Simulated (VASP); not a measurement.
# ZnS (P6_3mc) in VASP: single point with HSE06

Aim: the single point of ZnS with HSE06.

Everything below comes from runs of VASP 6.6.1. Logs are shortened: lines on timing, memory, paths and dates and some standing lists are left out, and cuts for length are marked.

**The experiment to reproduce.**

From a printed reference work, monograph, for a bulk crystal of ZnS at 4 K: band gap 3.911 eV (direct).

The results are compared with them further down.

### 1 The cell of the first run

Symmetry: P6_3mc, No. 186, hexagonal system. The conventional cell has a = 3.823 Å, b = 3.823 Å, c = 12.520 Å, α = 90.00°, β = 90.00°, γ = 120.00°. Zn (site symmetry 3m) has 4 S at 2.34 to 2.35 Å within 3.1 Å. Zn (site symmetry 3m) has 4 S at 2.34 to 2.35 Å within 3.1 Å. Within 3.1 Å of S (site symmetry 3m) lie 4 Zn at 2.34 to 2.35 Å. S (site symmetry 3m) has 4 Zn at 2.34 to 2.35 Å within 3.1 Å.

### 2 Single point, HSE06

Input file POSCAR:

```
ZnS
1.0
    3.8227000000      0.0000000000      0.0000000000
   -1.9113500000      3.3105553110      0.0000000000
    0.0000000000      0.0000000000     12.5200000000
Zn S
4 4
Direct
    0.6666666667      0.3333333333      0.7500000000
    0.3333333333      0.6666666667      0.2500000000
    0.0000000000      0.0000000000      0.5000000000
    0.0000000000      0.0000000000      0.0000000000
    0.6666666667      0.3333333333      0.9375000000
    0.3333333333      0.6666666667      0.4375000000
    0.0000000000      0.0000000000      0.6875000000
    0.0000000000      0.0000000000      0.1875000000
```

Input file INCAR.step1:

```
PREC = Accurate
ENCUT = 520
EDIFF = 1E-5
ISMEAR = -1
SIGMA = 0.05
LREAL = F
LASPH = T
NELM = 80
ALGO = Normal
ISIF = 2
LWAVE = T
NBANDS = 46
GGA = PE
KPAR = 8
```

Input file INCAR.step2:

```
PREC = Accurate
ENCUT = 520
EDIFF = 1E-6
ISMEAR = -1
SIGMA = 0.05
LREAL = F
LASPH = T
NELM = 80
ALGO = Normal
ISIF = 2
LWAVE = F
LCHARG = T
GGA = PE
LHFCALC = T
HFSCREEN = 0.2079
PRECFOCK = Fast
LVHAR = T
NBANDS = 46
ISTART = 1
KPAR = 8
```

Input file KPOINTS:

```
Automatic mesh
0
Gamma
  6 6 2
```

Potentials or basis: VASP PAW PBE potentials, release 64 (Zn, S).

Run with:

```bash
> cat potpaw_PBE.64/Zn/POTCAR potpaw_PBE.64/S/POTCAR > POTCAR
> cp INCAR.step1 INCAR
> mpirun -np 8 vasp_std > vasp.out
> cp INCAR.step2 INCAR
> mpirun -np 8 vasp_std > vasp.out
```

OUTCAR:

```text
PREC = Accurate
   ENCUT = 520
   EDIFF = 1E-6
   ISMEAR = -1
   LREAL = F
   LASPH = T
   NELM = 80
   ISIF = 2
   GGA = PE
   LHFCALC = T
   HFSCREEN = 0.2079
   PRECFOCK = Fast
   ISTART = 1

 ion  position               nearest neighbor table
   1  0.667  0.333  0.750-   7 2.34   7 2.34   7 2.34   5 2.35
   2  0.333  0.667  0.250-   8 2.34   8 2.34   8 2.34   6 2.35
   3  0.000  0.000  0.500-   6 2.34   6 2.34   6 2.34   7 2.35
   4  0.000  0.000  0.000-   5 2.34   5 2.34   5 2.34   8 2.35
   5  0.667  0.333  0.938-   4 2.34   4 2.34   4 2.34   1 2.35
   6  0.333  0.667  0.438-   3 2.34   3 2.34   3 2.34   2 2.35
   7  0.000  0.000  0.688-   1 2.34   1 2.34   1 2.34   3 2.35
   8  0.000  0.000  0.188-   2 2.34   2 2.34   2 2.34   4 2.35

  LATTYP: Found a hexagonal cell.
 ALAT       =     3.8227000000
 C/A-ratio  =     3.2751719988

  Lattice vectors:

 A1 = (   3.8227000000,   0.0000000000,   0.0000000000)
 A2 = (  -1.9113500000,   3.3105553110,   0.0000000000)
 A3 = (   0.0000000000,   0.0000000000,  12.5200000000)

Analysis of symmetry for initial positions (statically):
=====================================================================
 Subroutine PRICEL returns:
 Original cell was already a primitive cell.

 Routine SETGRP: Setting up the symmetry group for a
 hexagonal supercell.

 Subroutine GETGRP returns: Found 12 space group operations
 (whereof  6 operations were pure point group operations)
 out of a pool of 24 trial point group operations.

The static configuration has the point symmetry C_3v.
 The point group associated with its full space group is C_6v.

Analysis of symmetry for dynamics (positions and initial velocities):
=====================================================================
 Subroutine PRICEL returns:
 Original cell was already a primitive cell.

 Routine SETGRP: Setting up the symmetry group for a
 hexagonal supercell.

 Subroutine GETGRP returns: Found 12 space group operations
 (whereof  6 operations were pure point group operations)
 out of a pool of 24 trial point group operations.

The dynamic configuration has the point symmetry C_3v.
 The point group associated with its full space group is C_6v.

 Subroutine INISYM returns: Found 12 space group operations
 (whereof  6 operations are pure point group operations),
 and found     1 'primitive' translations

----------------------------------------------------------------------------------------

                                     Primitive cell

  volume of cell :     158.4439

  direct lattice vectors                    reciprocal lattice vectors
     3.822700000  0.000000000  0.000000000     0.261595208  0.151032064  0.000000000
    -1.911350000  3.310555311  0.000000000     0.000000000  0.302064127  0.000000000
     0.000000000  0.000000000 12.520000000     0.000000000  0.000000000  0.079872204

  length of vectors
     3.822700000  3.822700000 12.520000000     0.302064127  0.302064127  0.079872204

  position of ions in fractional coordinates (direct lattice)
     0.666666667  0.333333333  0.750000000
     0.333333333  0.666666667  0.250000000
     0.000000000  0.000000000  0.500000000
     0.000000000  0.000000000  0.000000000
     0.666666667  0.333333333  0.937500000
     0.333333333  0.666666667  0.437500000
     0.000000000  0.000000000  0.687500000
     0.000000000  0.000000000  0.187500000

  ion indices of the primitive-cell ions
   primitive index   ion index
                 1           1
                 2           2
                 3           3
                 4           4
                 5           5
                 6           6
                 7           7
                 8           8

----------------------------------------------------------------------------------------

 KPOINTS: Automatic mesh

Automatic generation of k-mesh.
 Grid dimensions read from file:
 generate k-points for:    6    6    2

 Generating k-lattice:

  Cartesian coordinates                     Fractional coordinates (reciprocal lattice)
     0.043599201  0.025172011  0.000000000     0.166666667  0.000000000  0.000000000
     0.000000000  0.050344021  0.000000000     0.000000000  0.166666667  0.000000000
     0.000000000  0.000000000  0.039936102     0.000000000  0.000000000  0.500000000

  Length of vectors
     0.050344021  0.050344021  0.039936102

  Shift w.r.t. Gamma in fractional coordinates (k-lattice)
     0.000000000  0.000000000  0.000000000

 Subroutine IBZKPT returns following result:
 ===========================================

 Found     14 irreducible k-points:

 Following reciprocal coordinates:
            Coordinates               Weight
  0.000000  0.000000  0.000000      1.000000
  0.166667  0.000000  0.000000      6.000000
  0.333333  0.000000  0.000000      6.000000
  0.500000  0.000000  0.000000      3.000000
  0.166667  0.166667  0.000000      6.000000
  0.333333  0.166667  0.000000     12.000000
  0.333333  0.333333  0.000000      2.000000
  0.000000  0.000000  0.500000      1.000000
  0.166667  0.000000  0.500000      6.000000
  0.333333  0.000000  0.500000      6.000000
  0.500000  0.000000  0.500000      3.000000
  0.166667  0.166667  0.500000      6.000000
  0.333333  0.166667  0.500000     12.000000
  0.333333  0.333333  0.500000      2.000000
   k-points           NKPTS =     14   k-points in BZ     NKDIM =     72   number of bands    NBANDS=     46
   number of dos      NEDOS =    301   number of ions     NIONS =      8
   total plane-waves  NPLWV =  75264
   dimension x,y,z NGX =    28 NGY =   28 NGZ =   96
   dimension x,y,z NGXF=    56 NGYF=   56 NGZF=  192
   ions per type =               4   4
   NGX,Y,Z   is equivalent  to a cutoff of  12.18, 12.18, 12.75 a.u.
   NGXF,Y,Z  is equivalent  to a cutoff of  24.35, 24.35, 25.49 a.u.
 SYSTEM =  unknown system
   PREC   = accura    normal or accurate (medium, high low for compatibility)
   ISTART =      1    job   : 0-new  1-cont  2-samecut
   ICHARG =      0    charge: 1-file 2-atom 10-const
   ISPIN  =      1    spin polarized calculation?
   LNONCOLLINEAR =      F non collinear calculations
   LSORBIT =      F    spin-orbit coupling
   LASPH  =      T    aspherical Exc in radial PAW
   ENCUT  =  520.0 eV  38.22 Ry    6.18 a.u.   7.11  7.11 23.28*2*pi/ulx,y,z
   NELM   =     80;   NELMIN=  2; NELMDL=  0     # of ELM steps
   EDIFF  = 0.1E-05   stopping-criterion for ELM
   LREAL  =      F    real-space projection
   EDIFFG = 0.1E-04   stopping-criterion for IOM
   NSW    =      0    number of steps for IOM
   IBRION =     -1    ionic relax: 0-MD 1-quasi-New 2-CG
   NFREE  =      0    steps in history (QN), initial steepest desc. (CG)
   ISIF   =      2    stress and relaxation
   ISYM   =      3    0-nonsym 1-usesym 2-fastsym
   POTIM  = 0.5000    time-step for ionic-motion
   TEBEG  =    0.0;   TEEND  =   0.0 temperature during run
   PSTRESS=    0.0 pullay stress
   NELECT =      72.0000    total number of electrons
   NUPDOWN=      -1.0000    fix difference up-down
   EMIN   =  10.00;   EMAX   =-10.00  energy-range for DOS
   EFERMI =   0.00;   METHOD = LEGACY
   ISMEAR =    -1;   SIGMA  =   0.05  broadening in eV -4-tet -1-fermi 0-gaus
   EFERMI_NEDOS =   21; number of points for ismear=-14 and -15
   IALGO  =     38    algorithm
   IMIX   =      1    mixing-type and parameters
     AMIX     =   0.40;   BMIX     =  1.00
     AMIX_MAG =   1.60;   BMIX_MAG =  1.00
  volume/ion in A,a.u.               =      19.81       133.65
  Fermi-wavevector in a.u.,A,eV,Ry     =   1.258618  2.378443 21.553244  1.584119
  Thomas-Fermi vector in A             =   2.392218
   LORBIT       =      0    0 simple, 1 ext, 2 COOP (PROOUT), +10 PAW based schemes
   GGA     = PE    functional components
   LHFCALC =     T    Hartree Fock is set to
   PRECFOCK=fast      Normal, Fast or Accurate (Low or Medium for compatibility)
   ENCUT4O =  -1.0   cutoff for four orbital integrals eV
   NKREDX  =     1    reduce k-point grid by
   NKREDY  =     1    reduce k-point grid by
   NKREDZ  =     1    reduce k-point grid by
   AEXX    =    0.2500 exact exchange contribution
   HFSCREEN=    0.2079 screening length (either q_TF or 0.3 A-1)
   HFSCREENC=   0.2079 screening length for correlation (either q_TF or 0.3 A-1)
   ENCUTFOCK=  -1.0 apply spherical cutoff to Coloumb kernel
   IVDW    =     0    specifies the selected vdW correction
   LEPSILON=     F    determine dielectric tensor
   LRPA    =     F    only Hartree local field effects (RPA)
 non-spin polarized calculation
  energy-cutoff  :      520.00
  volume of cell :      158.44
 maximum number of plane-waves:      4296
  NGX = 16; NGY = 16; NGZ = 54

 number of electron      71.9999983 magnetization

 Free energy of the ion-electron system (eV)
  ---------------------------------------------------
  ext. energy  EPLUGINS =         0.00000000
  ---------------------------------------------------
  free energy    TOTEN  =       -33.49143652 eV

  energy without entropy =      -33.49143652  energy(sigma->0) =      -33.49143652

 E-fermi :   2.4486     XC(G=0):  -7.9551

 val. band max:        1.3583792463   @ k =   0.0000   0.0000   0.0000
 cond. band min:       4.6998445066   @ k =   0.0000   0.0000   0.0000
 fundamental gap:      3.3414652602
 Fermi energy:         2.4485748613

 k-point     1 :       0.0000    0.0000    0.0000
  band No.  band energies     occupation
      1     -12.9514      2.00000
      2     -12.5070      2.00000
      3     -12.4945      2.00000
      4     -11.9720      2.00000
      5      -6.4806      2.00000
      6      -6.4763      2.00000
[... 38 lines left out ...]
     45       9.2805      0.00000
     46       9.4425      0.00000

 k-point     2 :       0.1667    0.0000    0.0000
  band No.  band energies     occupation
      1     -12.7569      2.00000
      2     -12.3490      2.00000
      3     -12.3365      2.00000
      4     -11.8695      2.00000
      5      -6.4594      2.00000
      6      -6.4502      2.00000
[... 580 lines left out ...]
 k-point    14 :       0.3333    0.3333    0.5000
  band No.  band energies     occupation
      1     -11.7310      2.00000
      2     -11.7310      2.00000
      3     -11.7175      2.00000
      4     -11.7174      2.00000
      5      -6.3838      2.00000
      6      -6.3838      2.00000
[... 38 lines left out ...]
     45      10.2247      0.00000
     46      10.2247      0.00000

------------------------ aborting loop because EDIFF is reached ----------------------------------------

  FORCE on cell =-STRESS in cart. coord.  units (eV):
  Direction    XX          YY          ZZ          XY          YZ          ZX
  --------------------------------------------------------------------------------------
  -------------------------------------------------------------------------------------
  Total        0.7227842      0.7227842      0.4957743      0.0000000      0.0000000     -0.0000000
  in kB        7.3087621      7.3087621      5.0132479      0.0000000      0.0000000     -0.0000000
  external PRESSURE =       6.5435907 kB  Pullay stress =       0.0000000 kB

 VOLUME and BASIS-vectors are now :
 -----------------------------------------------------------------------------
  energy-cutoff  :      520.00
  volume of cell :      158.44
      direct lattice vectors                 reciprocal lattice vectors
     3.822700000  0.000000000  0.000000000     0.261595208  0.151032064  0.000000000
    -1.911350000  3.310555311  0.000000000     0.000000000  0.302064127  0.000000000
     0.000000000  0.000000000 12.520000000     0.000000000  0.000000000  0.079872204

 POSITION                                       TOTAL-FORCE (eV/Angst)
 -----------------------------------------------------------------------------------
      1.91135      1.10352      9.39000        -0.000000      0.000000      0.012413
     -0.00000      2.20704      3.13000         0.000000     -0.000000      0.012413
      0.00000      0.00000      6.26000        -0.000000      0.000000      0.014781
      0.00000      0.00000      0.00000         0.000000     -0.000000      0.014781
      1.91135      1.10352     11.73750         0.000000     -0.000000      0.012470
     -0.00000      2.20704      5.47750        -0.000000      0.000000      0.012470
      0.00000      0.00000      8.60750        -0.000000      0.000000     -0.039664
      0.00000      0.00000      2.34750         0.000000     -0.000000     -0.039664
 -----------------------------------------------------------------------------------
    total drift:                               -0.000001     -0.000002     -0.001541

  FREE ENERGIE OF THE ION-ELECTRON SYSTEM (eV)
  ---------------------------------------------------
  free  energy   TOTEN  =       -33.4914365161 eV

  energy  without entropy=      -33.4914365160  energy(sigma->0) =      -33.49143652
```

Run time: 25 min. Hardware: 8 MPI ranks of Intel Xeon Platinum 8488C (Sapphire Rapids), shared host; peak memory 0.45 GiB.

What came out:

| Property | Result |
| --- | --- |
| Free energy | -33.4914 eV |
| Pressure | 0.7 GPa |
| Largest force | 0.040 eV/Å |
| Band gap on the k mesh | 3.34 eV |

Forces in eV/Å, atoms in the order of the input:
```
Zn   0.000  0.000  0.012
Zn   0.000  0.000  0.012
Zn   0.000  0.000  0.015
Zn   0.000  0.000  0.015
S    0.000  0.000  0.012
S    0.000  0.000  0.012
S    0.000  0.000 -0.040
S    0.000  0.000 -0.040
```

Levels at points of the mesh, in eV from the valence-band top:
```
           k point  band 33  band 34  band 35  band 36  band 37  band 38  band 39  band 40
(0.00, 0.00, 0.00)    -0.48    -0.04     0.00     0.00     3.34     4.42     4.63     4.88
(0.50, 0.00, 0.00)    -1.68    -1.66    -1.16    -0.92     4.44     4.45     4.92     5.50
(0.00, 0.00, 0.50)    -0.15    -0.15    -0.15    -0.15     4.19     4.19     4.55     4.55
(0.50, 0.00, 0.50)    -1.58    -1.58    -1.16    -1.16     4.81     4.81     5.19     5.19
```

Caveat: the PAW data sets were made with another functional, which shifts forces and pressure a little.

### 3 Comparison with measurements

Step 2. Measured gap of ZnS: 3.911 eV (direct; 4 K; a printed reference work, monograph). This calculation gives 3.34 eV (-0.57 eV). The value is that of HSE06, without temperature or zero-point motion.
